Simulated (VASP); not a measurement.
# BN (F-43m) in VASP: notebook

The runs below take BN through single point, relaxation of cell and atoms, with PBE.

Program: VASP 6.6.1. These are calculated values, not measurements. Logs are shortened: lines on timing, memory, paths and dates and some standing lists are left out, and cuts for length are marked.

**Experimental background.**

From a printed reference work, monograph, for a bulk crystal of BN at 300 K: band gap 6.4 eV (indirect).

The runs below are set against these values where they give the same quantity.

## 1. The cell of the first run

Symmetry: F-43m, No. 216, cubic system. The conventional cell has a = 3.615 Å, b = 3.615 Å, c = 3.615 Å, α = 90.00°, β = 90.00°, γ = 90.00°. B (site symmetry -43m) has 4 N at 1.57 Å within 2.1 Å. N (site symmetry -43m) has 4 B at 1.57 Å within 2.1 Å.

## 2. Single point, PBE

File INCAR:

```
SYSTEM = BN
  PREC = Accurate
  ENCUT = 520
  EDIFF = 1E-7
  ISMEAR = 0
  SIGMA = 0.1
  LREAL = .False.
  LASPH = .True.
  NELM = 80
  ALGO = Normal
  ISIF = 2
  LWAVE = .False.
  LCHARG = .False.
  GGA = PE
  NBANDS = 11
```

File KPOINTS:

```
Automatic mesh
0
Gamma
  8 8 8
  0 0 0
```

File POSCAR:

```
BN
1.0
    0.0000000000      1.8075000000      1.8075000000
    1.8075000000      0.0000000000      1.8075000000
    1.8075000000      1.8075000000      0.0000000000
B N
1 1
Direct
    0.0000000000      0.0000000000      0.0000000000
    0.2500000000      0.2500000000      0.2500000000
```

Potentials or basis: VASP PAW PBE potentials, release 64 (B, N).

Launch:

```
> cat potpaw_PBE.64/B/POTCAR potpaw_PBE.64/N/POTCAR > POTCAR
> mpirun -np 1 vasp_std > vasp.out
```

OUTCAR:

```text
SYSTEM = BN
   PREC = Accurate
   ENCUT = 520
   EDIFF = 1E-7
   ISMEAR = 0
   LREAL = .False.
   LASPH = .True.
   NELM = 80
   ISIF = 2
   GGA = PE

 ion  position               nearest neighbor table
   1  0.000  0.000  0.000-   2 1.57   2 1.57   2 1.57   2 1.57
   2  0.250  0.250  0.250-   1 1.57   1 1.57   1 1.57   1 1.57

  LATTYP: Found a face centered cubic cell.
 ALAT       =     3.6150000000

  Lattice vectors:

 A1 = (   0.0000000000,   1.8075000000,   1.8075000000)
 A2 = (   1.8075000000,   0.0000000000,   1.8075000000)
 A3 = (   1.8075000000,   1.8075000000,   0.0000000000)

Analysis of symmetry for initial positions (statically):
=====================================================================
 Subroutine PRICEL returns:
 Original cell was already a primitive cell.

 Routine SETGRP: Setting up the symmetry group for a
 face centered cubic supercell.

 Subroutine GETGRP returns: Found 24 space group operations
 (whereof 24 operations were pure point group operations)
 out of a pool of 48 trial point group operations.

The static configuration has the point symmetry T_d .

Analysis of symmetry for dynamics (positions and initial velocities):
=====================================================================
 Subroutine PRICEL returns:
 Original cell was already a primitive cell.

 Routine SETGRP: Setting up the symmetry group for a
 face centered cubic supercell.

 Subroutine GETGRP returns: Found 24 space group operations
 (whereof 24 operations were pure point group operations)
 out of a pool of 48 trial point group operations.

The dynamic configuration has the point symmetry T_d .

 Subroutine INISYM returns: Found 24 space group operations
 (whereof 24 operations are pure point group operations),
 and found     1 'primitive' translations

----------------------------------------------------------------------------------------

                                     Primitive cell

  volume of cell :      11.8104

  direct lattice vectors                    reciprocal lattice vectors
     0.000000000  1.807500000  1.807500000    -0.276625173  0.276625173  0.276625173
     1.807500000  0.000000000  1.807500000     0.276625173 -0.276625173  0.276625173
     1.807500000  1.807500000  0.000000000     0.276625173  0.276625173 -0.276625173

  length of vectors
     2.556191014  2.556191014  2.556191014     0.479128854  0.479128854  0.479128854

  position of ions in fractional coordinates (direct lattice)
     0.000000000  0.000000000  0.000000000
     0.250000000  0.250000000  0.250000000

  ion indices of the primitive-cell ions
   primitive index   ion index
                 1           1
                 2           2

----------------------------------------------------------------------------------------

 KPOINTS: Automatic mesh

Automatic generation of k-mesh.
 Grid dimensions read from file:
 generate k-points for:    8    8    8

 Generating k-lattice:

  Cartesian coordinates                     Fractional coordinates (reciprocal lattice)
    -0.034578147  0.034578147  0.034578147     0.125000000  0.000000000  0.000000000
     0.034578147 -0.034578147  0.034578147     0.000000000  0.125000000  0.000000000
     0.034578147  0.034578147 -0.034578147     0.000000000  0.000000000  0.125000000

  Length of vectors
     0.059891107  0.059891107  0.059891107

  Shift w.r.t. Gamma in fractional coordinates (k-lattice)
     0.000000000  0.000000000  0.000000000

 Subroutine IBZKPT returns following result:
 ===========================================

 Found     29 irreducible k-points:

 Following reciprocal coordinates:
            Coordinates               Weight
  0.000000  0.000000  0.000000      1.000000
  0.125000  0.000000  0.000000      8.000000
  0.250000  0.000000  0.000000      8.000000
  0.375000  0.000000  0.000000      8.000000
  0.500000  0.000000  0.000000      4.000000
  0.125000  0.125000  0.000000      6.000000
[... 16 lines left out ...]
  0.500000  0.250000  0.125000     48.000000
 -0.375000  0.250000  0.125000     24.000000
 [... further k-points ...]
   k-points           NKPTS =     29   k-points in BZ     NKDIM =     29   number of bands    NBANDS=     11
   number of dos      NEDOS =    301   number of ions     NIONS =      2
   total plane-waves  NPLWV =   8000
   dimension x,y,z NGX =    20 NGY =   20 NGZ =   20
   dimension x,y,z NGXF=    40 NGYF=   40 NGZF=   40
   ions per type =               1   1
   NGX,Y,Z   is equivalent  to a cutoff of  13.01, 13.01, 13.01 a.u.
   NGXF,Y,Z  is equivalent  to a cutoff of  26.01, 26.01, 26.01 a.u.
 SYSTEM =  BN
   PREC   = accura    normal or accurate (medium, high low for compatibility)
   ISTART =      0    job   : 0-new  1-cont  2-samecut
   ICHARG =      2    charge: 1-file 2-atom 10-const
   ISPIN  =      1    spin polarized calculation?
   LNONCOLLINEAR =      F non collinear calculations
   LSORBIT =      F    spin-orbit coupling
[... 32 lines left out ...]
   LEPSILON=     F    determine dielectric tensor
   LRPA    =     F    only Hartree local field effects (RPA)
 non-spin polarized calculation
 Gauss-broadening in eV      SIGMA  =   0.10
  energy-cutoff  :      520.00
  volume of cell :       11.81
 maximum number of plane-waves:       332
   NGX =  9   NGY =  9   NGZ =  9

 number of electron       7.9999999 magnetization

 Free energy of the ion-electron system (eV)
  ---------------------------------------------------
  ext. energy  EPLUGINS =         0.00000000
  ---------------------------------------------------
  free energy    TOTEN  =       -17.44954671 eV

  energy without entropy =      -17.44954671  energy(sigma->0) =      -17.44954671

 E-fermi :   7.9950     XC(G=0): -12.8220

 val. band max:        7.4031650694   @ k =   0.0000   0.0000   0.0000
 cond. band min:      11.8623582486   @ k =   0.5000   0.5000   0.0000
 fundamental gap:      4.4591931792
 Fermi energy:         7.9950470255

 k-point     1 :       0.0000    0.0000    0.0000
  band No.  band energies     occupation
      1     -12.8276      2.00000
      2       7.4032      2.00000
      3       7.4032      2.00000
      4       7.4032      2.00000
      5      16.2229      0.00000
      6      16.2229      0.00000
      7      16.2229      0.00000
      8      17.7525      0.00000
      9      32.1553      0.00000
     10      35.1714      0.00000
     11      35.1714      0.00000

 k-point     2 :       0.1250    0.0000    0.0000
  band No.  band energies     occupation
      1     -12.4486      2.00000
      2       5.5273      2.00000
      3       7.0229      2.00000
      4       7.0229      2.00000
      5      16.5922      0.00000
      6      16.7937      0.00000
      7      16.7937      0.00000
      8      18.9348      0.00000
      9      31.7038      0.00000
     10      32.0539      0.00000
     11      32.0539      0.00000

 k-point     3 :       0.2500    0.0000    0.0000
  band No.  band energies     occupation
      1     -11.3486      2.00000
      2       1.9252      2.00000
      3       6.2752      2.00000
      4       6.2752      2.00000
      5      17.0497      0.00000
      6      17.7425      0.00000
      7      17.7425      0.00000
      8      20.9741      0.00000
      9      30.8526      0.00000
     10      31.0028      0.00000
     11      31.0028      0.00000

 k-point     4 :       0.3750    0.0000    0.0000
  band No.  band energies     occupation
      1      -9.7244      2.00000
      2      -1.5256      2.00000
      3       5.6795      2.00000
      4       5.6795      2.00000
      5      17.4130      0.00000
      6      18.1053      0.00000
      7      18.1053      0.00000
      8      22.2612      0.00000
      9      30.6537      0.00000
     10      32.5324      0.00000
     11      32.5324      0.00000
[... 239 lines left out ...]
 k-point    22 :       0.3750    0.2500    0.1250
  band No.  band energies     occupation
      1     -10.4115      2.00000
      2       1.7009      2.00000
      3       3.4644      2.00000
      4       5.3813      2.00000
      5      15.9723      0.00000
      6      19.2658      0.00000
      7      20.0100      0.00000
      8      20.7272      0.00000
      9      26.8873      0.00000
     10      33.0960      0.00000
     11      34.7430      0.00000

 k-point    23 :       0.5000    0.2500    0.1250
  band No.  band energies     occupation
      1      -8.8946      2.00000
      2      -0.8196      2.00000
      3       2.6506      2.00000
      4       4.4550      2.00000
      5      16.7928      0.00000
      6      18.7728      0.00000
      7      21.1393      0.00000
      8      22.0447      0.00000
      9      27.4996      0.00000
     10      32.6229      0.00000
     11      34.9035      0.00000

 k-point    24 :      -0.3750    0.2500    0.1250
  band No.  band energies     occupation
      1      -7.9079      2.00000
      2      -2.2921      2.00000
      3       2.5779      2.00000
      4       3.9530      2.00000
      5      16.9933      0.00000
      6      18.5811      0.00000
      7      21.7760      0.00000
      8      23.1770      0.00000
      9      26.8647      0.00000
     10      33.2453      0.00000
     11      34.8899      0.00000

 [... further k-points ...]
[... 5 lines left out ...]
  --------------------------------------------------------------------------------------
  -------------------------------------------------------------------------------------
  Total        0.2428024      0.2428024      0.2428024      0.0000000      0.0000000      0.0000000
  in kB       32.9381137     32.9381137     32.9381137      0.0000000      0.0000000      0.0000000
  external PRESSURE =      32.9381137 kB  Pullay stress =       0.0000000 kB

 VOLUME and BASIS-vectors are now :
 -----------------------------------------------------------------------------
  energy-cutoff  :      520.00
  volume of cell :       11.81
      direct lattice vectors                 reciprocal lattice vectors
     0.000000000  1.807500000  1.807500000    -0.276625173  0.276625173  0.276625173
     1.807500000  0.000000000  1.807500000     0.276625173 -0.276625173  0.276625173
     1.807500000  1.807500000  0.000000000     0.276625173  0.276625173 -0.276625173

 POSITION                                       TOTAL-FORCE (eV/Angst)
 -----------------------------------------------------------------------------------
      0.00000      0.00000      0.00000         0.000000      0.000000      0.000000
      0.90375      0.90375      0.90375        -0.000000     -0.000000     -0.000000
 -----------------------------------------------------------------------------------
    total drift:                                0.000000      0.000000      0.000000

  FREE ENERGIE OF THE ION-ELECTRON SYSTEM (eV)
  ---------------------------------------------------
  free  energy   TOTEN  =       -17.4495467103 eV

  energy  without entropy=      -17.4495467103  energy(sigma->0) =      -17.44954671
```

It took 3.4 s on 1 thread of Intel Xeon 6975P-C (Granite Rapids), shared host; peak memory 0.12 GiB.

What came out:

```yaml
Free_energy: -17.4495 eV
Pressure: 3.3 GPa
Band_gap_on_the_k_mesh: 4.46 eV, indirect (least direct gap 8.82 eV)
```

A k mesh can miss the band edges.

## 3. Single point, PBE

This run uses another cell than the first one, of 5.95 Å³/atom, 1.008 times its volume.

File INCAR:

```
SYSTEM = BN
PREC = Accurate
ENCUT = 520
EDIFF = 1E-7
ISMEAR = 0
SIGMA = 0.02
LREAL = .FALSE.
LASPH = .TRUE.
NELM = 60
ALGO = Normal
ISIF = 2
LWAVE = .FALSE.
LCHARG = .FALSE.
GGA = PE
NBANDS = 11
```

File KPOINTS:

```
Automatic mesh
0
G
  12 12 12
  0 0 0
```

File POSCAR:

```
BN
1.0
    0.0000000000      1.8123266330      1.8123266330
    1.8123266330      0.0000000000      1.8123266330
    1.8123266330      1.8123266330      0.0000000000
B N
1 1
Direct
    0.0000000000      0.0000000000      0.0000000000
    0.2500000000      0.2500000000      0.2500000000
```

Potentials or basis: VASP PAW PBE potentials, release 64 (B, N).

Launch:

```
> cat potpaw_PBE.64/B/POTCAR potpaw_PBE.64/N/POTCAR > POTCAR
> mpirun -np 1 vasp_std > vasp.out
```

Run time: 5.9 s. Hardware: 1 thread of Intel Xeon 6975P-C (Granite Rapids), shared host; peak memory 0.12 GiB.

The run converged. Its results:

```
Free energy            : -17.4510 eV
Pressure               : 0.2 GPa
Band gap on the k mesh : 4.45 eV, indirect (least direct gap 8.78 eV)
```

Levels at points of the mesh, in eV from the valence-band top:
| k point | band 2 | band 3 | band 4 | band 5 | band 6 | band 7 |
| --- | --- | --- | --- | --- | --- | --- |
| (0.00, 0.00, 0.00) | 0.00 | 0.00 | 0.00 | 8.78 | 8.78 | 8.78 |
| (0.50, 0.00, 0.00) | -10.62 | -1.93 | -1.93 | 10.04 | 10.66 | 10.66 |
| (0.50, 0.50, 0.00) | -8.86 | -4.86 | -4.86 | 4.45 | 9.19 | 17.80 |

## 4. Relaxation of cell and atoms, PBE

File INCAR:

```
SYSTEM = BN
ALGO = Normal
EDIFF = 1E-7
EDIFFG = -0.01
ENCUT = 600
GGA = PE
IBRION = 2
ISIF = 3
ISMEAR = 0
LASPH = .True.
LCHARG = .False.
LREAL = .False.
LWAVE = .False.
NELM = 80
NSW = 100
PREC = Accurate
SIGMA = 0.02
```

File KPOINTS:

```
k-points
0
Gamma
  12 12 12
  0 0 0
```

File POSCAR:

```
BN
1.0
    0.0000000000      1.8075000000      1.8075000000
    1.8075000000      0.0000000000      1.8075000000
    1.8075000000      1.8075000000      0.0000000000
B N
1 1
Direct
    0.0000000000      0.0000000000      0.0000000000
    0.2500000000      0.2500000000      0.2500000000
```

Launch:

```
> cat potpaw_PBE.64/B/POTCAR potpaw_PBE.64/N/POTCAR > POTCAR
> mpirun -np 1 vasp_std > vasp.out
```

Run time: 10 s. Hardware: 1 thread of Intel Xeon 6975P-C (Granite Rapids), shared host; peak memory 0.12 GiB.

Results (log left out):

* Free energy: -17.4543 eV
* Relaxed volume: 5.95 Å³/atom
* Relaxed cell: a = 2.563 Å, b = 2.563 Å, c = 2.563 Å, α = 60.00°, β = 60.00°, γ = 60.00°
* Space group after relaxing (to 0.05 Å): F-43m (No. 216)
* Energy gained by relaxing: 0.4 meV/atom
* Ionic steps: 3
* Pressure after relaxing: 0.0 GPa
* Band gap on the k mesh: 4.45 eV, indirect (least direct gap 8.78 eV)

Step by step:
| step | energy change (eV) | largest force (eV/Å) | pressure (GPa) | volume (Å³) |
| --- | --- | --- | --- | --- |
| 1 | 0.0000 | 0.0000 | 3.01 | 11.81 |
| 2 | 0.0000 | 0.0000 | -2.96 | 12.00 |
| 3 | -0.0009 | 0.0000 | 0.01 | 11.90 |

Final structure:
```cif
data_structure
_symmetry_space_group_name_H-M 'P 1'
_symmetry_Int_Tables_number 1
_cell_length_a 2.5630
_cell_length_b 2.5630
_cell_length_c 2.5630
_cell_angle_alpha 60.000
_cell_angle_beta 60.000
_cell_angle_gamma 60.000
_cell_volume 11.90
loop_
_atom_site_label
_atom_site_type_symbol
_atom_site_fract_x
_atom_site_fract_y
_atom_site_fract_z
_atom_site_occupancy
B1 B 0.00000 0.00000 0.00000 1
N1 N 0.25000 0.25000 0.25000 1
```

Levels at points of the mesh, in eV from the valence-band top:
```tsv
k point	band 2	band 3	band 4	band 5	band 6	band 7
(0.00, 0.00, 0.00)	0.00	0.00	0.00	8.78	8.78	8.78
(0.50, 0.00, 0.00)	-10.62	-1.93	-1.93	10.04	10.66	10.66
(0.50, 0.50, 0.00)	-8.86	-4.86	-4.86	4.45	9.19	17.80
```

A k mesh can miss the band edges. PBE usually gives volumes a little too large and moduli too small.

## 5. Single point, PBE (volume scaled by 0.91)

File INCAR:

```
SYSTEM = BN
PREC = Accurate
ENCUT = 520
EDIFF = 1E-6
ISMEAR = 0
SIGMA = 0.02
LREAL = .False.
LASPH = .True.
NELM = 100
ALGO = Normal
ISIF = 2
LWAVE = .False.
LCHARG = .True.
GGA = PE
LELF = .True.
LVHAR = .True.
NBANDS = 11
```

File KPOINTS:

```
Automatic mesh
0
Gamma
  12 12 12
  0 0 0
```

File POSCAR:

```
BN
1.0
    0.0000000000      1.7562389448      1.7562389448
    1.7562389448      0.0000000000      1.7562389448
    1.7562389448      1.7562389448      0.0000000000
B N
1 1
Direct
    0.0000000000      0.0000000000      0.0000000000
    0.2500000000      0.2500000000      0.2500000000
```

Launch:

```
> cat potpaw_PBE.64/B/POTCAR potpaw_PBE.64/N/POTCAR > POTCAR
> mpirun -np 1 vasp_std > vasp.out
```

It took 18 s on 1 thread of AMD EPYC 7R43 (Zen 3), shared host; peak memory 0.08 GiB.

Results (log left out):

```yaml
Free_energy: -17.3171 eV
Pressure: 42.2 GPa
Band_gap_on_the_k_mesh: 4.55 eV, indirect (least direct gap 9.23 eV)
```

Levels at points of the mesh, in eV from the valence-band top:
| k point | band 1 | band 2 | band 3 | band 4 | band 5 | band 6 | band 7 | band 8 |
| --- | --- | --- | --- | --- | --- | --- | --- | --- |
| (0.00, 0.00, 0.00) | -21.25 | 0.00 | 0.00 | 0.00 | 9.23 | 9.23 | 9.23 | 11.79 |
| (0.50, 0.00, 0.00) | -16.61 | -11.51 | -2.11 | -2.11 | 11.18 | 11.18 | 11.30 | 16.15 |
| (0.50, 0.50, 0.00) | -15.12 | -9.50 | -5.35 | -5.35 | 4.55 | 9.71 | 19.28 | 19.28 |

Caveat: the cell differs from its parent crystal (volume scaled by 0.91).

## 6. Single point, PBE (volume scaled by 0.88)

File INCAR:

```
SYSTEM = BN
PREC     = Accurate       ! precision mode
ENCUT    = 520            ! plane-wave cutoff, eV
EDIFF    = 1E-6           ! SCF threshold, eV
ISMEAR   = 0              ! smearing method
SIGMA    = 0.02           ! smearing width, eV
LREAL    = .FALSE.        ! projectors in reciprocal space
LASPH    = .TRUE.         ! aspherical terms in the spheres
NELM     = 80             ! most SCF steps
ALGO     = Normal         ! electronic algorithm
ISIF     = 2              ! what is computed and relaxed
LWAVE    = .FALSE.        ! write WAVECAR
LCHARG   = .FALSE.        ! write CHGCAR
GGA      = PE             ! functional
NBANDS   = 11             ! bands
```

File KPOINTS:

```
regular mesh
0
G
  12 12 12
  0 0 0
```

File POSCAR:

```
BN
1.0
    0.0000000000      1.7367235635      1.7367235635
    1.7367235635      0.0000000000      1.7367235635
    1.7367235635      1.7367235635      0.0000000000
B N
1 1
Direct
    0.0000000000      0.0000000000      0.0000000000
    0.2500000000      0.2500000000      0.2500000000
```

Potentials or basis: VASP PAW PBE potentials, release 64 (B, N).

Launch:

```
> cat potpaw_PBE.64/B/POTCAR potpaw_PBE.64/N/POTCAR > POTCAR
> mpirun -np 1 vasp_std > vasp.out
```

Run time: 13 s. Hardware: 1 thread of AMD EPYC 7R43 (Zen 3), shared host; peak memory 0.08 GiB.

The run converged. Its results:

```
Free energy            : -17.2023 eV
Pressure               : 60.7 GPa
Band gap on the k mesh : 4.58 eV, indirect (least direct gap 9.39 eV)
```

Levels at points of the mesh, in eV from the valence-band top:
| k point | band 2 | band 3 | band 4 | band 5 | band 6 | band 7 |
| --- | --- | --- | --- | --- | --- | --- |
| (0.00, 0.00, 0.00) | 0.00 | 0.00 | 0.00 | 9.39 | 9.39 | 9.39 |
| (0.50, 0.00, 0.00) | -11.85 | -2.18 | -2.18 | 11.36 | 11.36 | 11.77 |
| (0.50, 0.50, 0.00) | -9.74 | -5.53 | -5.53 | 4.58 | 9.90 | 19.84 |

Caveat: the cell differs from its parent crystal (volume scaled by 0.88).

## 7. Overview

| task | cell | k mesh | cutoff (eV) | smearing | gap on the mesh (eV) | pressure (GPa) |
| --- | --- | --- | --- | --- | --- | --- |
| single point | a = 2.556 Å, angles 60.0°, 2 atoms | 8 × 8 × 8 | 520 | gaussian 0.1 eV | 4.46 | 3.3 |
| single point | a = 2.563 Å, angles 60.0°, 2 atoms | 12 × 12 × 12 | 520 | gaussian 0.02 eV | 4.45 | 0.2 |
| relaxation of cell and atoms | relaxed from a = 2.556 Å, angles 60.0°, 2 atoms | 12 × 12 × 12 | 600 | gaussian 0.02 eV | 4.45 | 0.0 |
| single point | a = 2.484 Å, angles 60.0°, 2 atoms | 12 × 12 × 12 | 520 | gaussian 0.02 eV | 4.55 | 42.2 |
| single point | a = 2.456 Å, angles 60.0°, 2 atoms | 12 × 12 × 12 | 520 | gaussian 0.02 eV | 4.58 | 60.7 |

Alike in all rows: level PBE; potentials or basis VASP PAW PBE potentials, release 64 (B, N); no spin polarisation.

Total energies depend on the potentials used, so only differences within one code and one set of settings carry meaning.

## 8. How close it comes

Step 3. A measured gap of BN is 6.4 eV (indirect; 300 K; a printed reference work, monograph); the calculated 4.45 eV misses it by -1.95 eV. The value is that of PBE on a finite k mesh, which can miss the band edges, without temperature or zero-point motion. Semilocal functionals fall short of measured gaps as a rule.
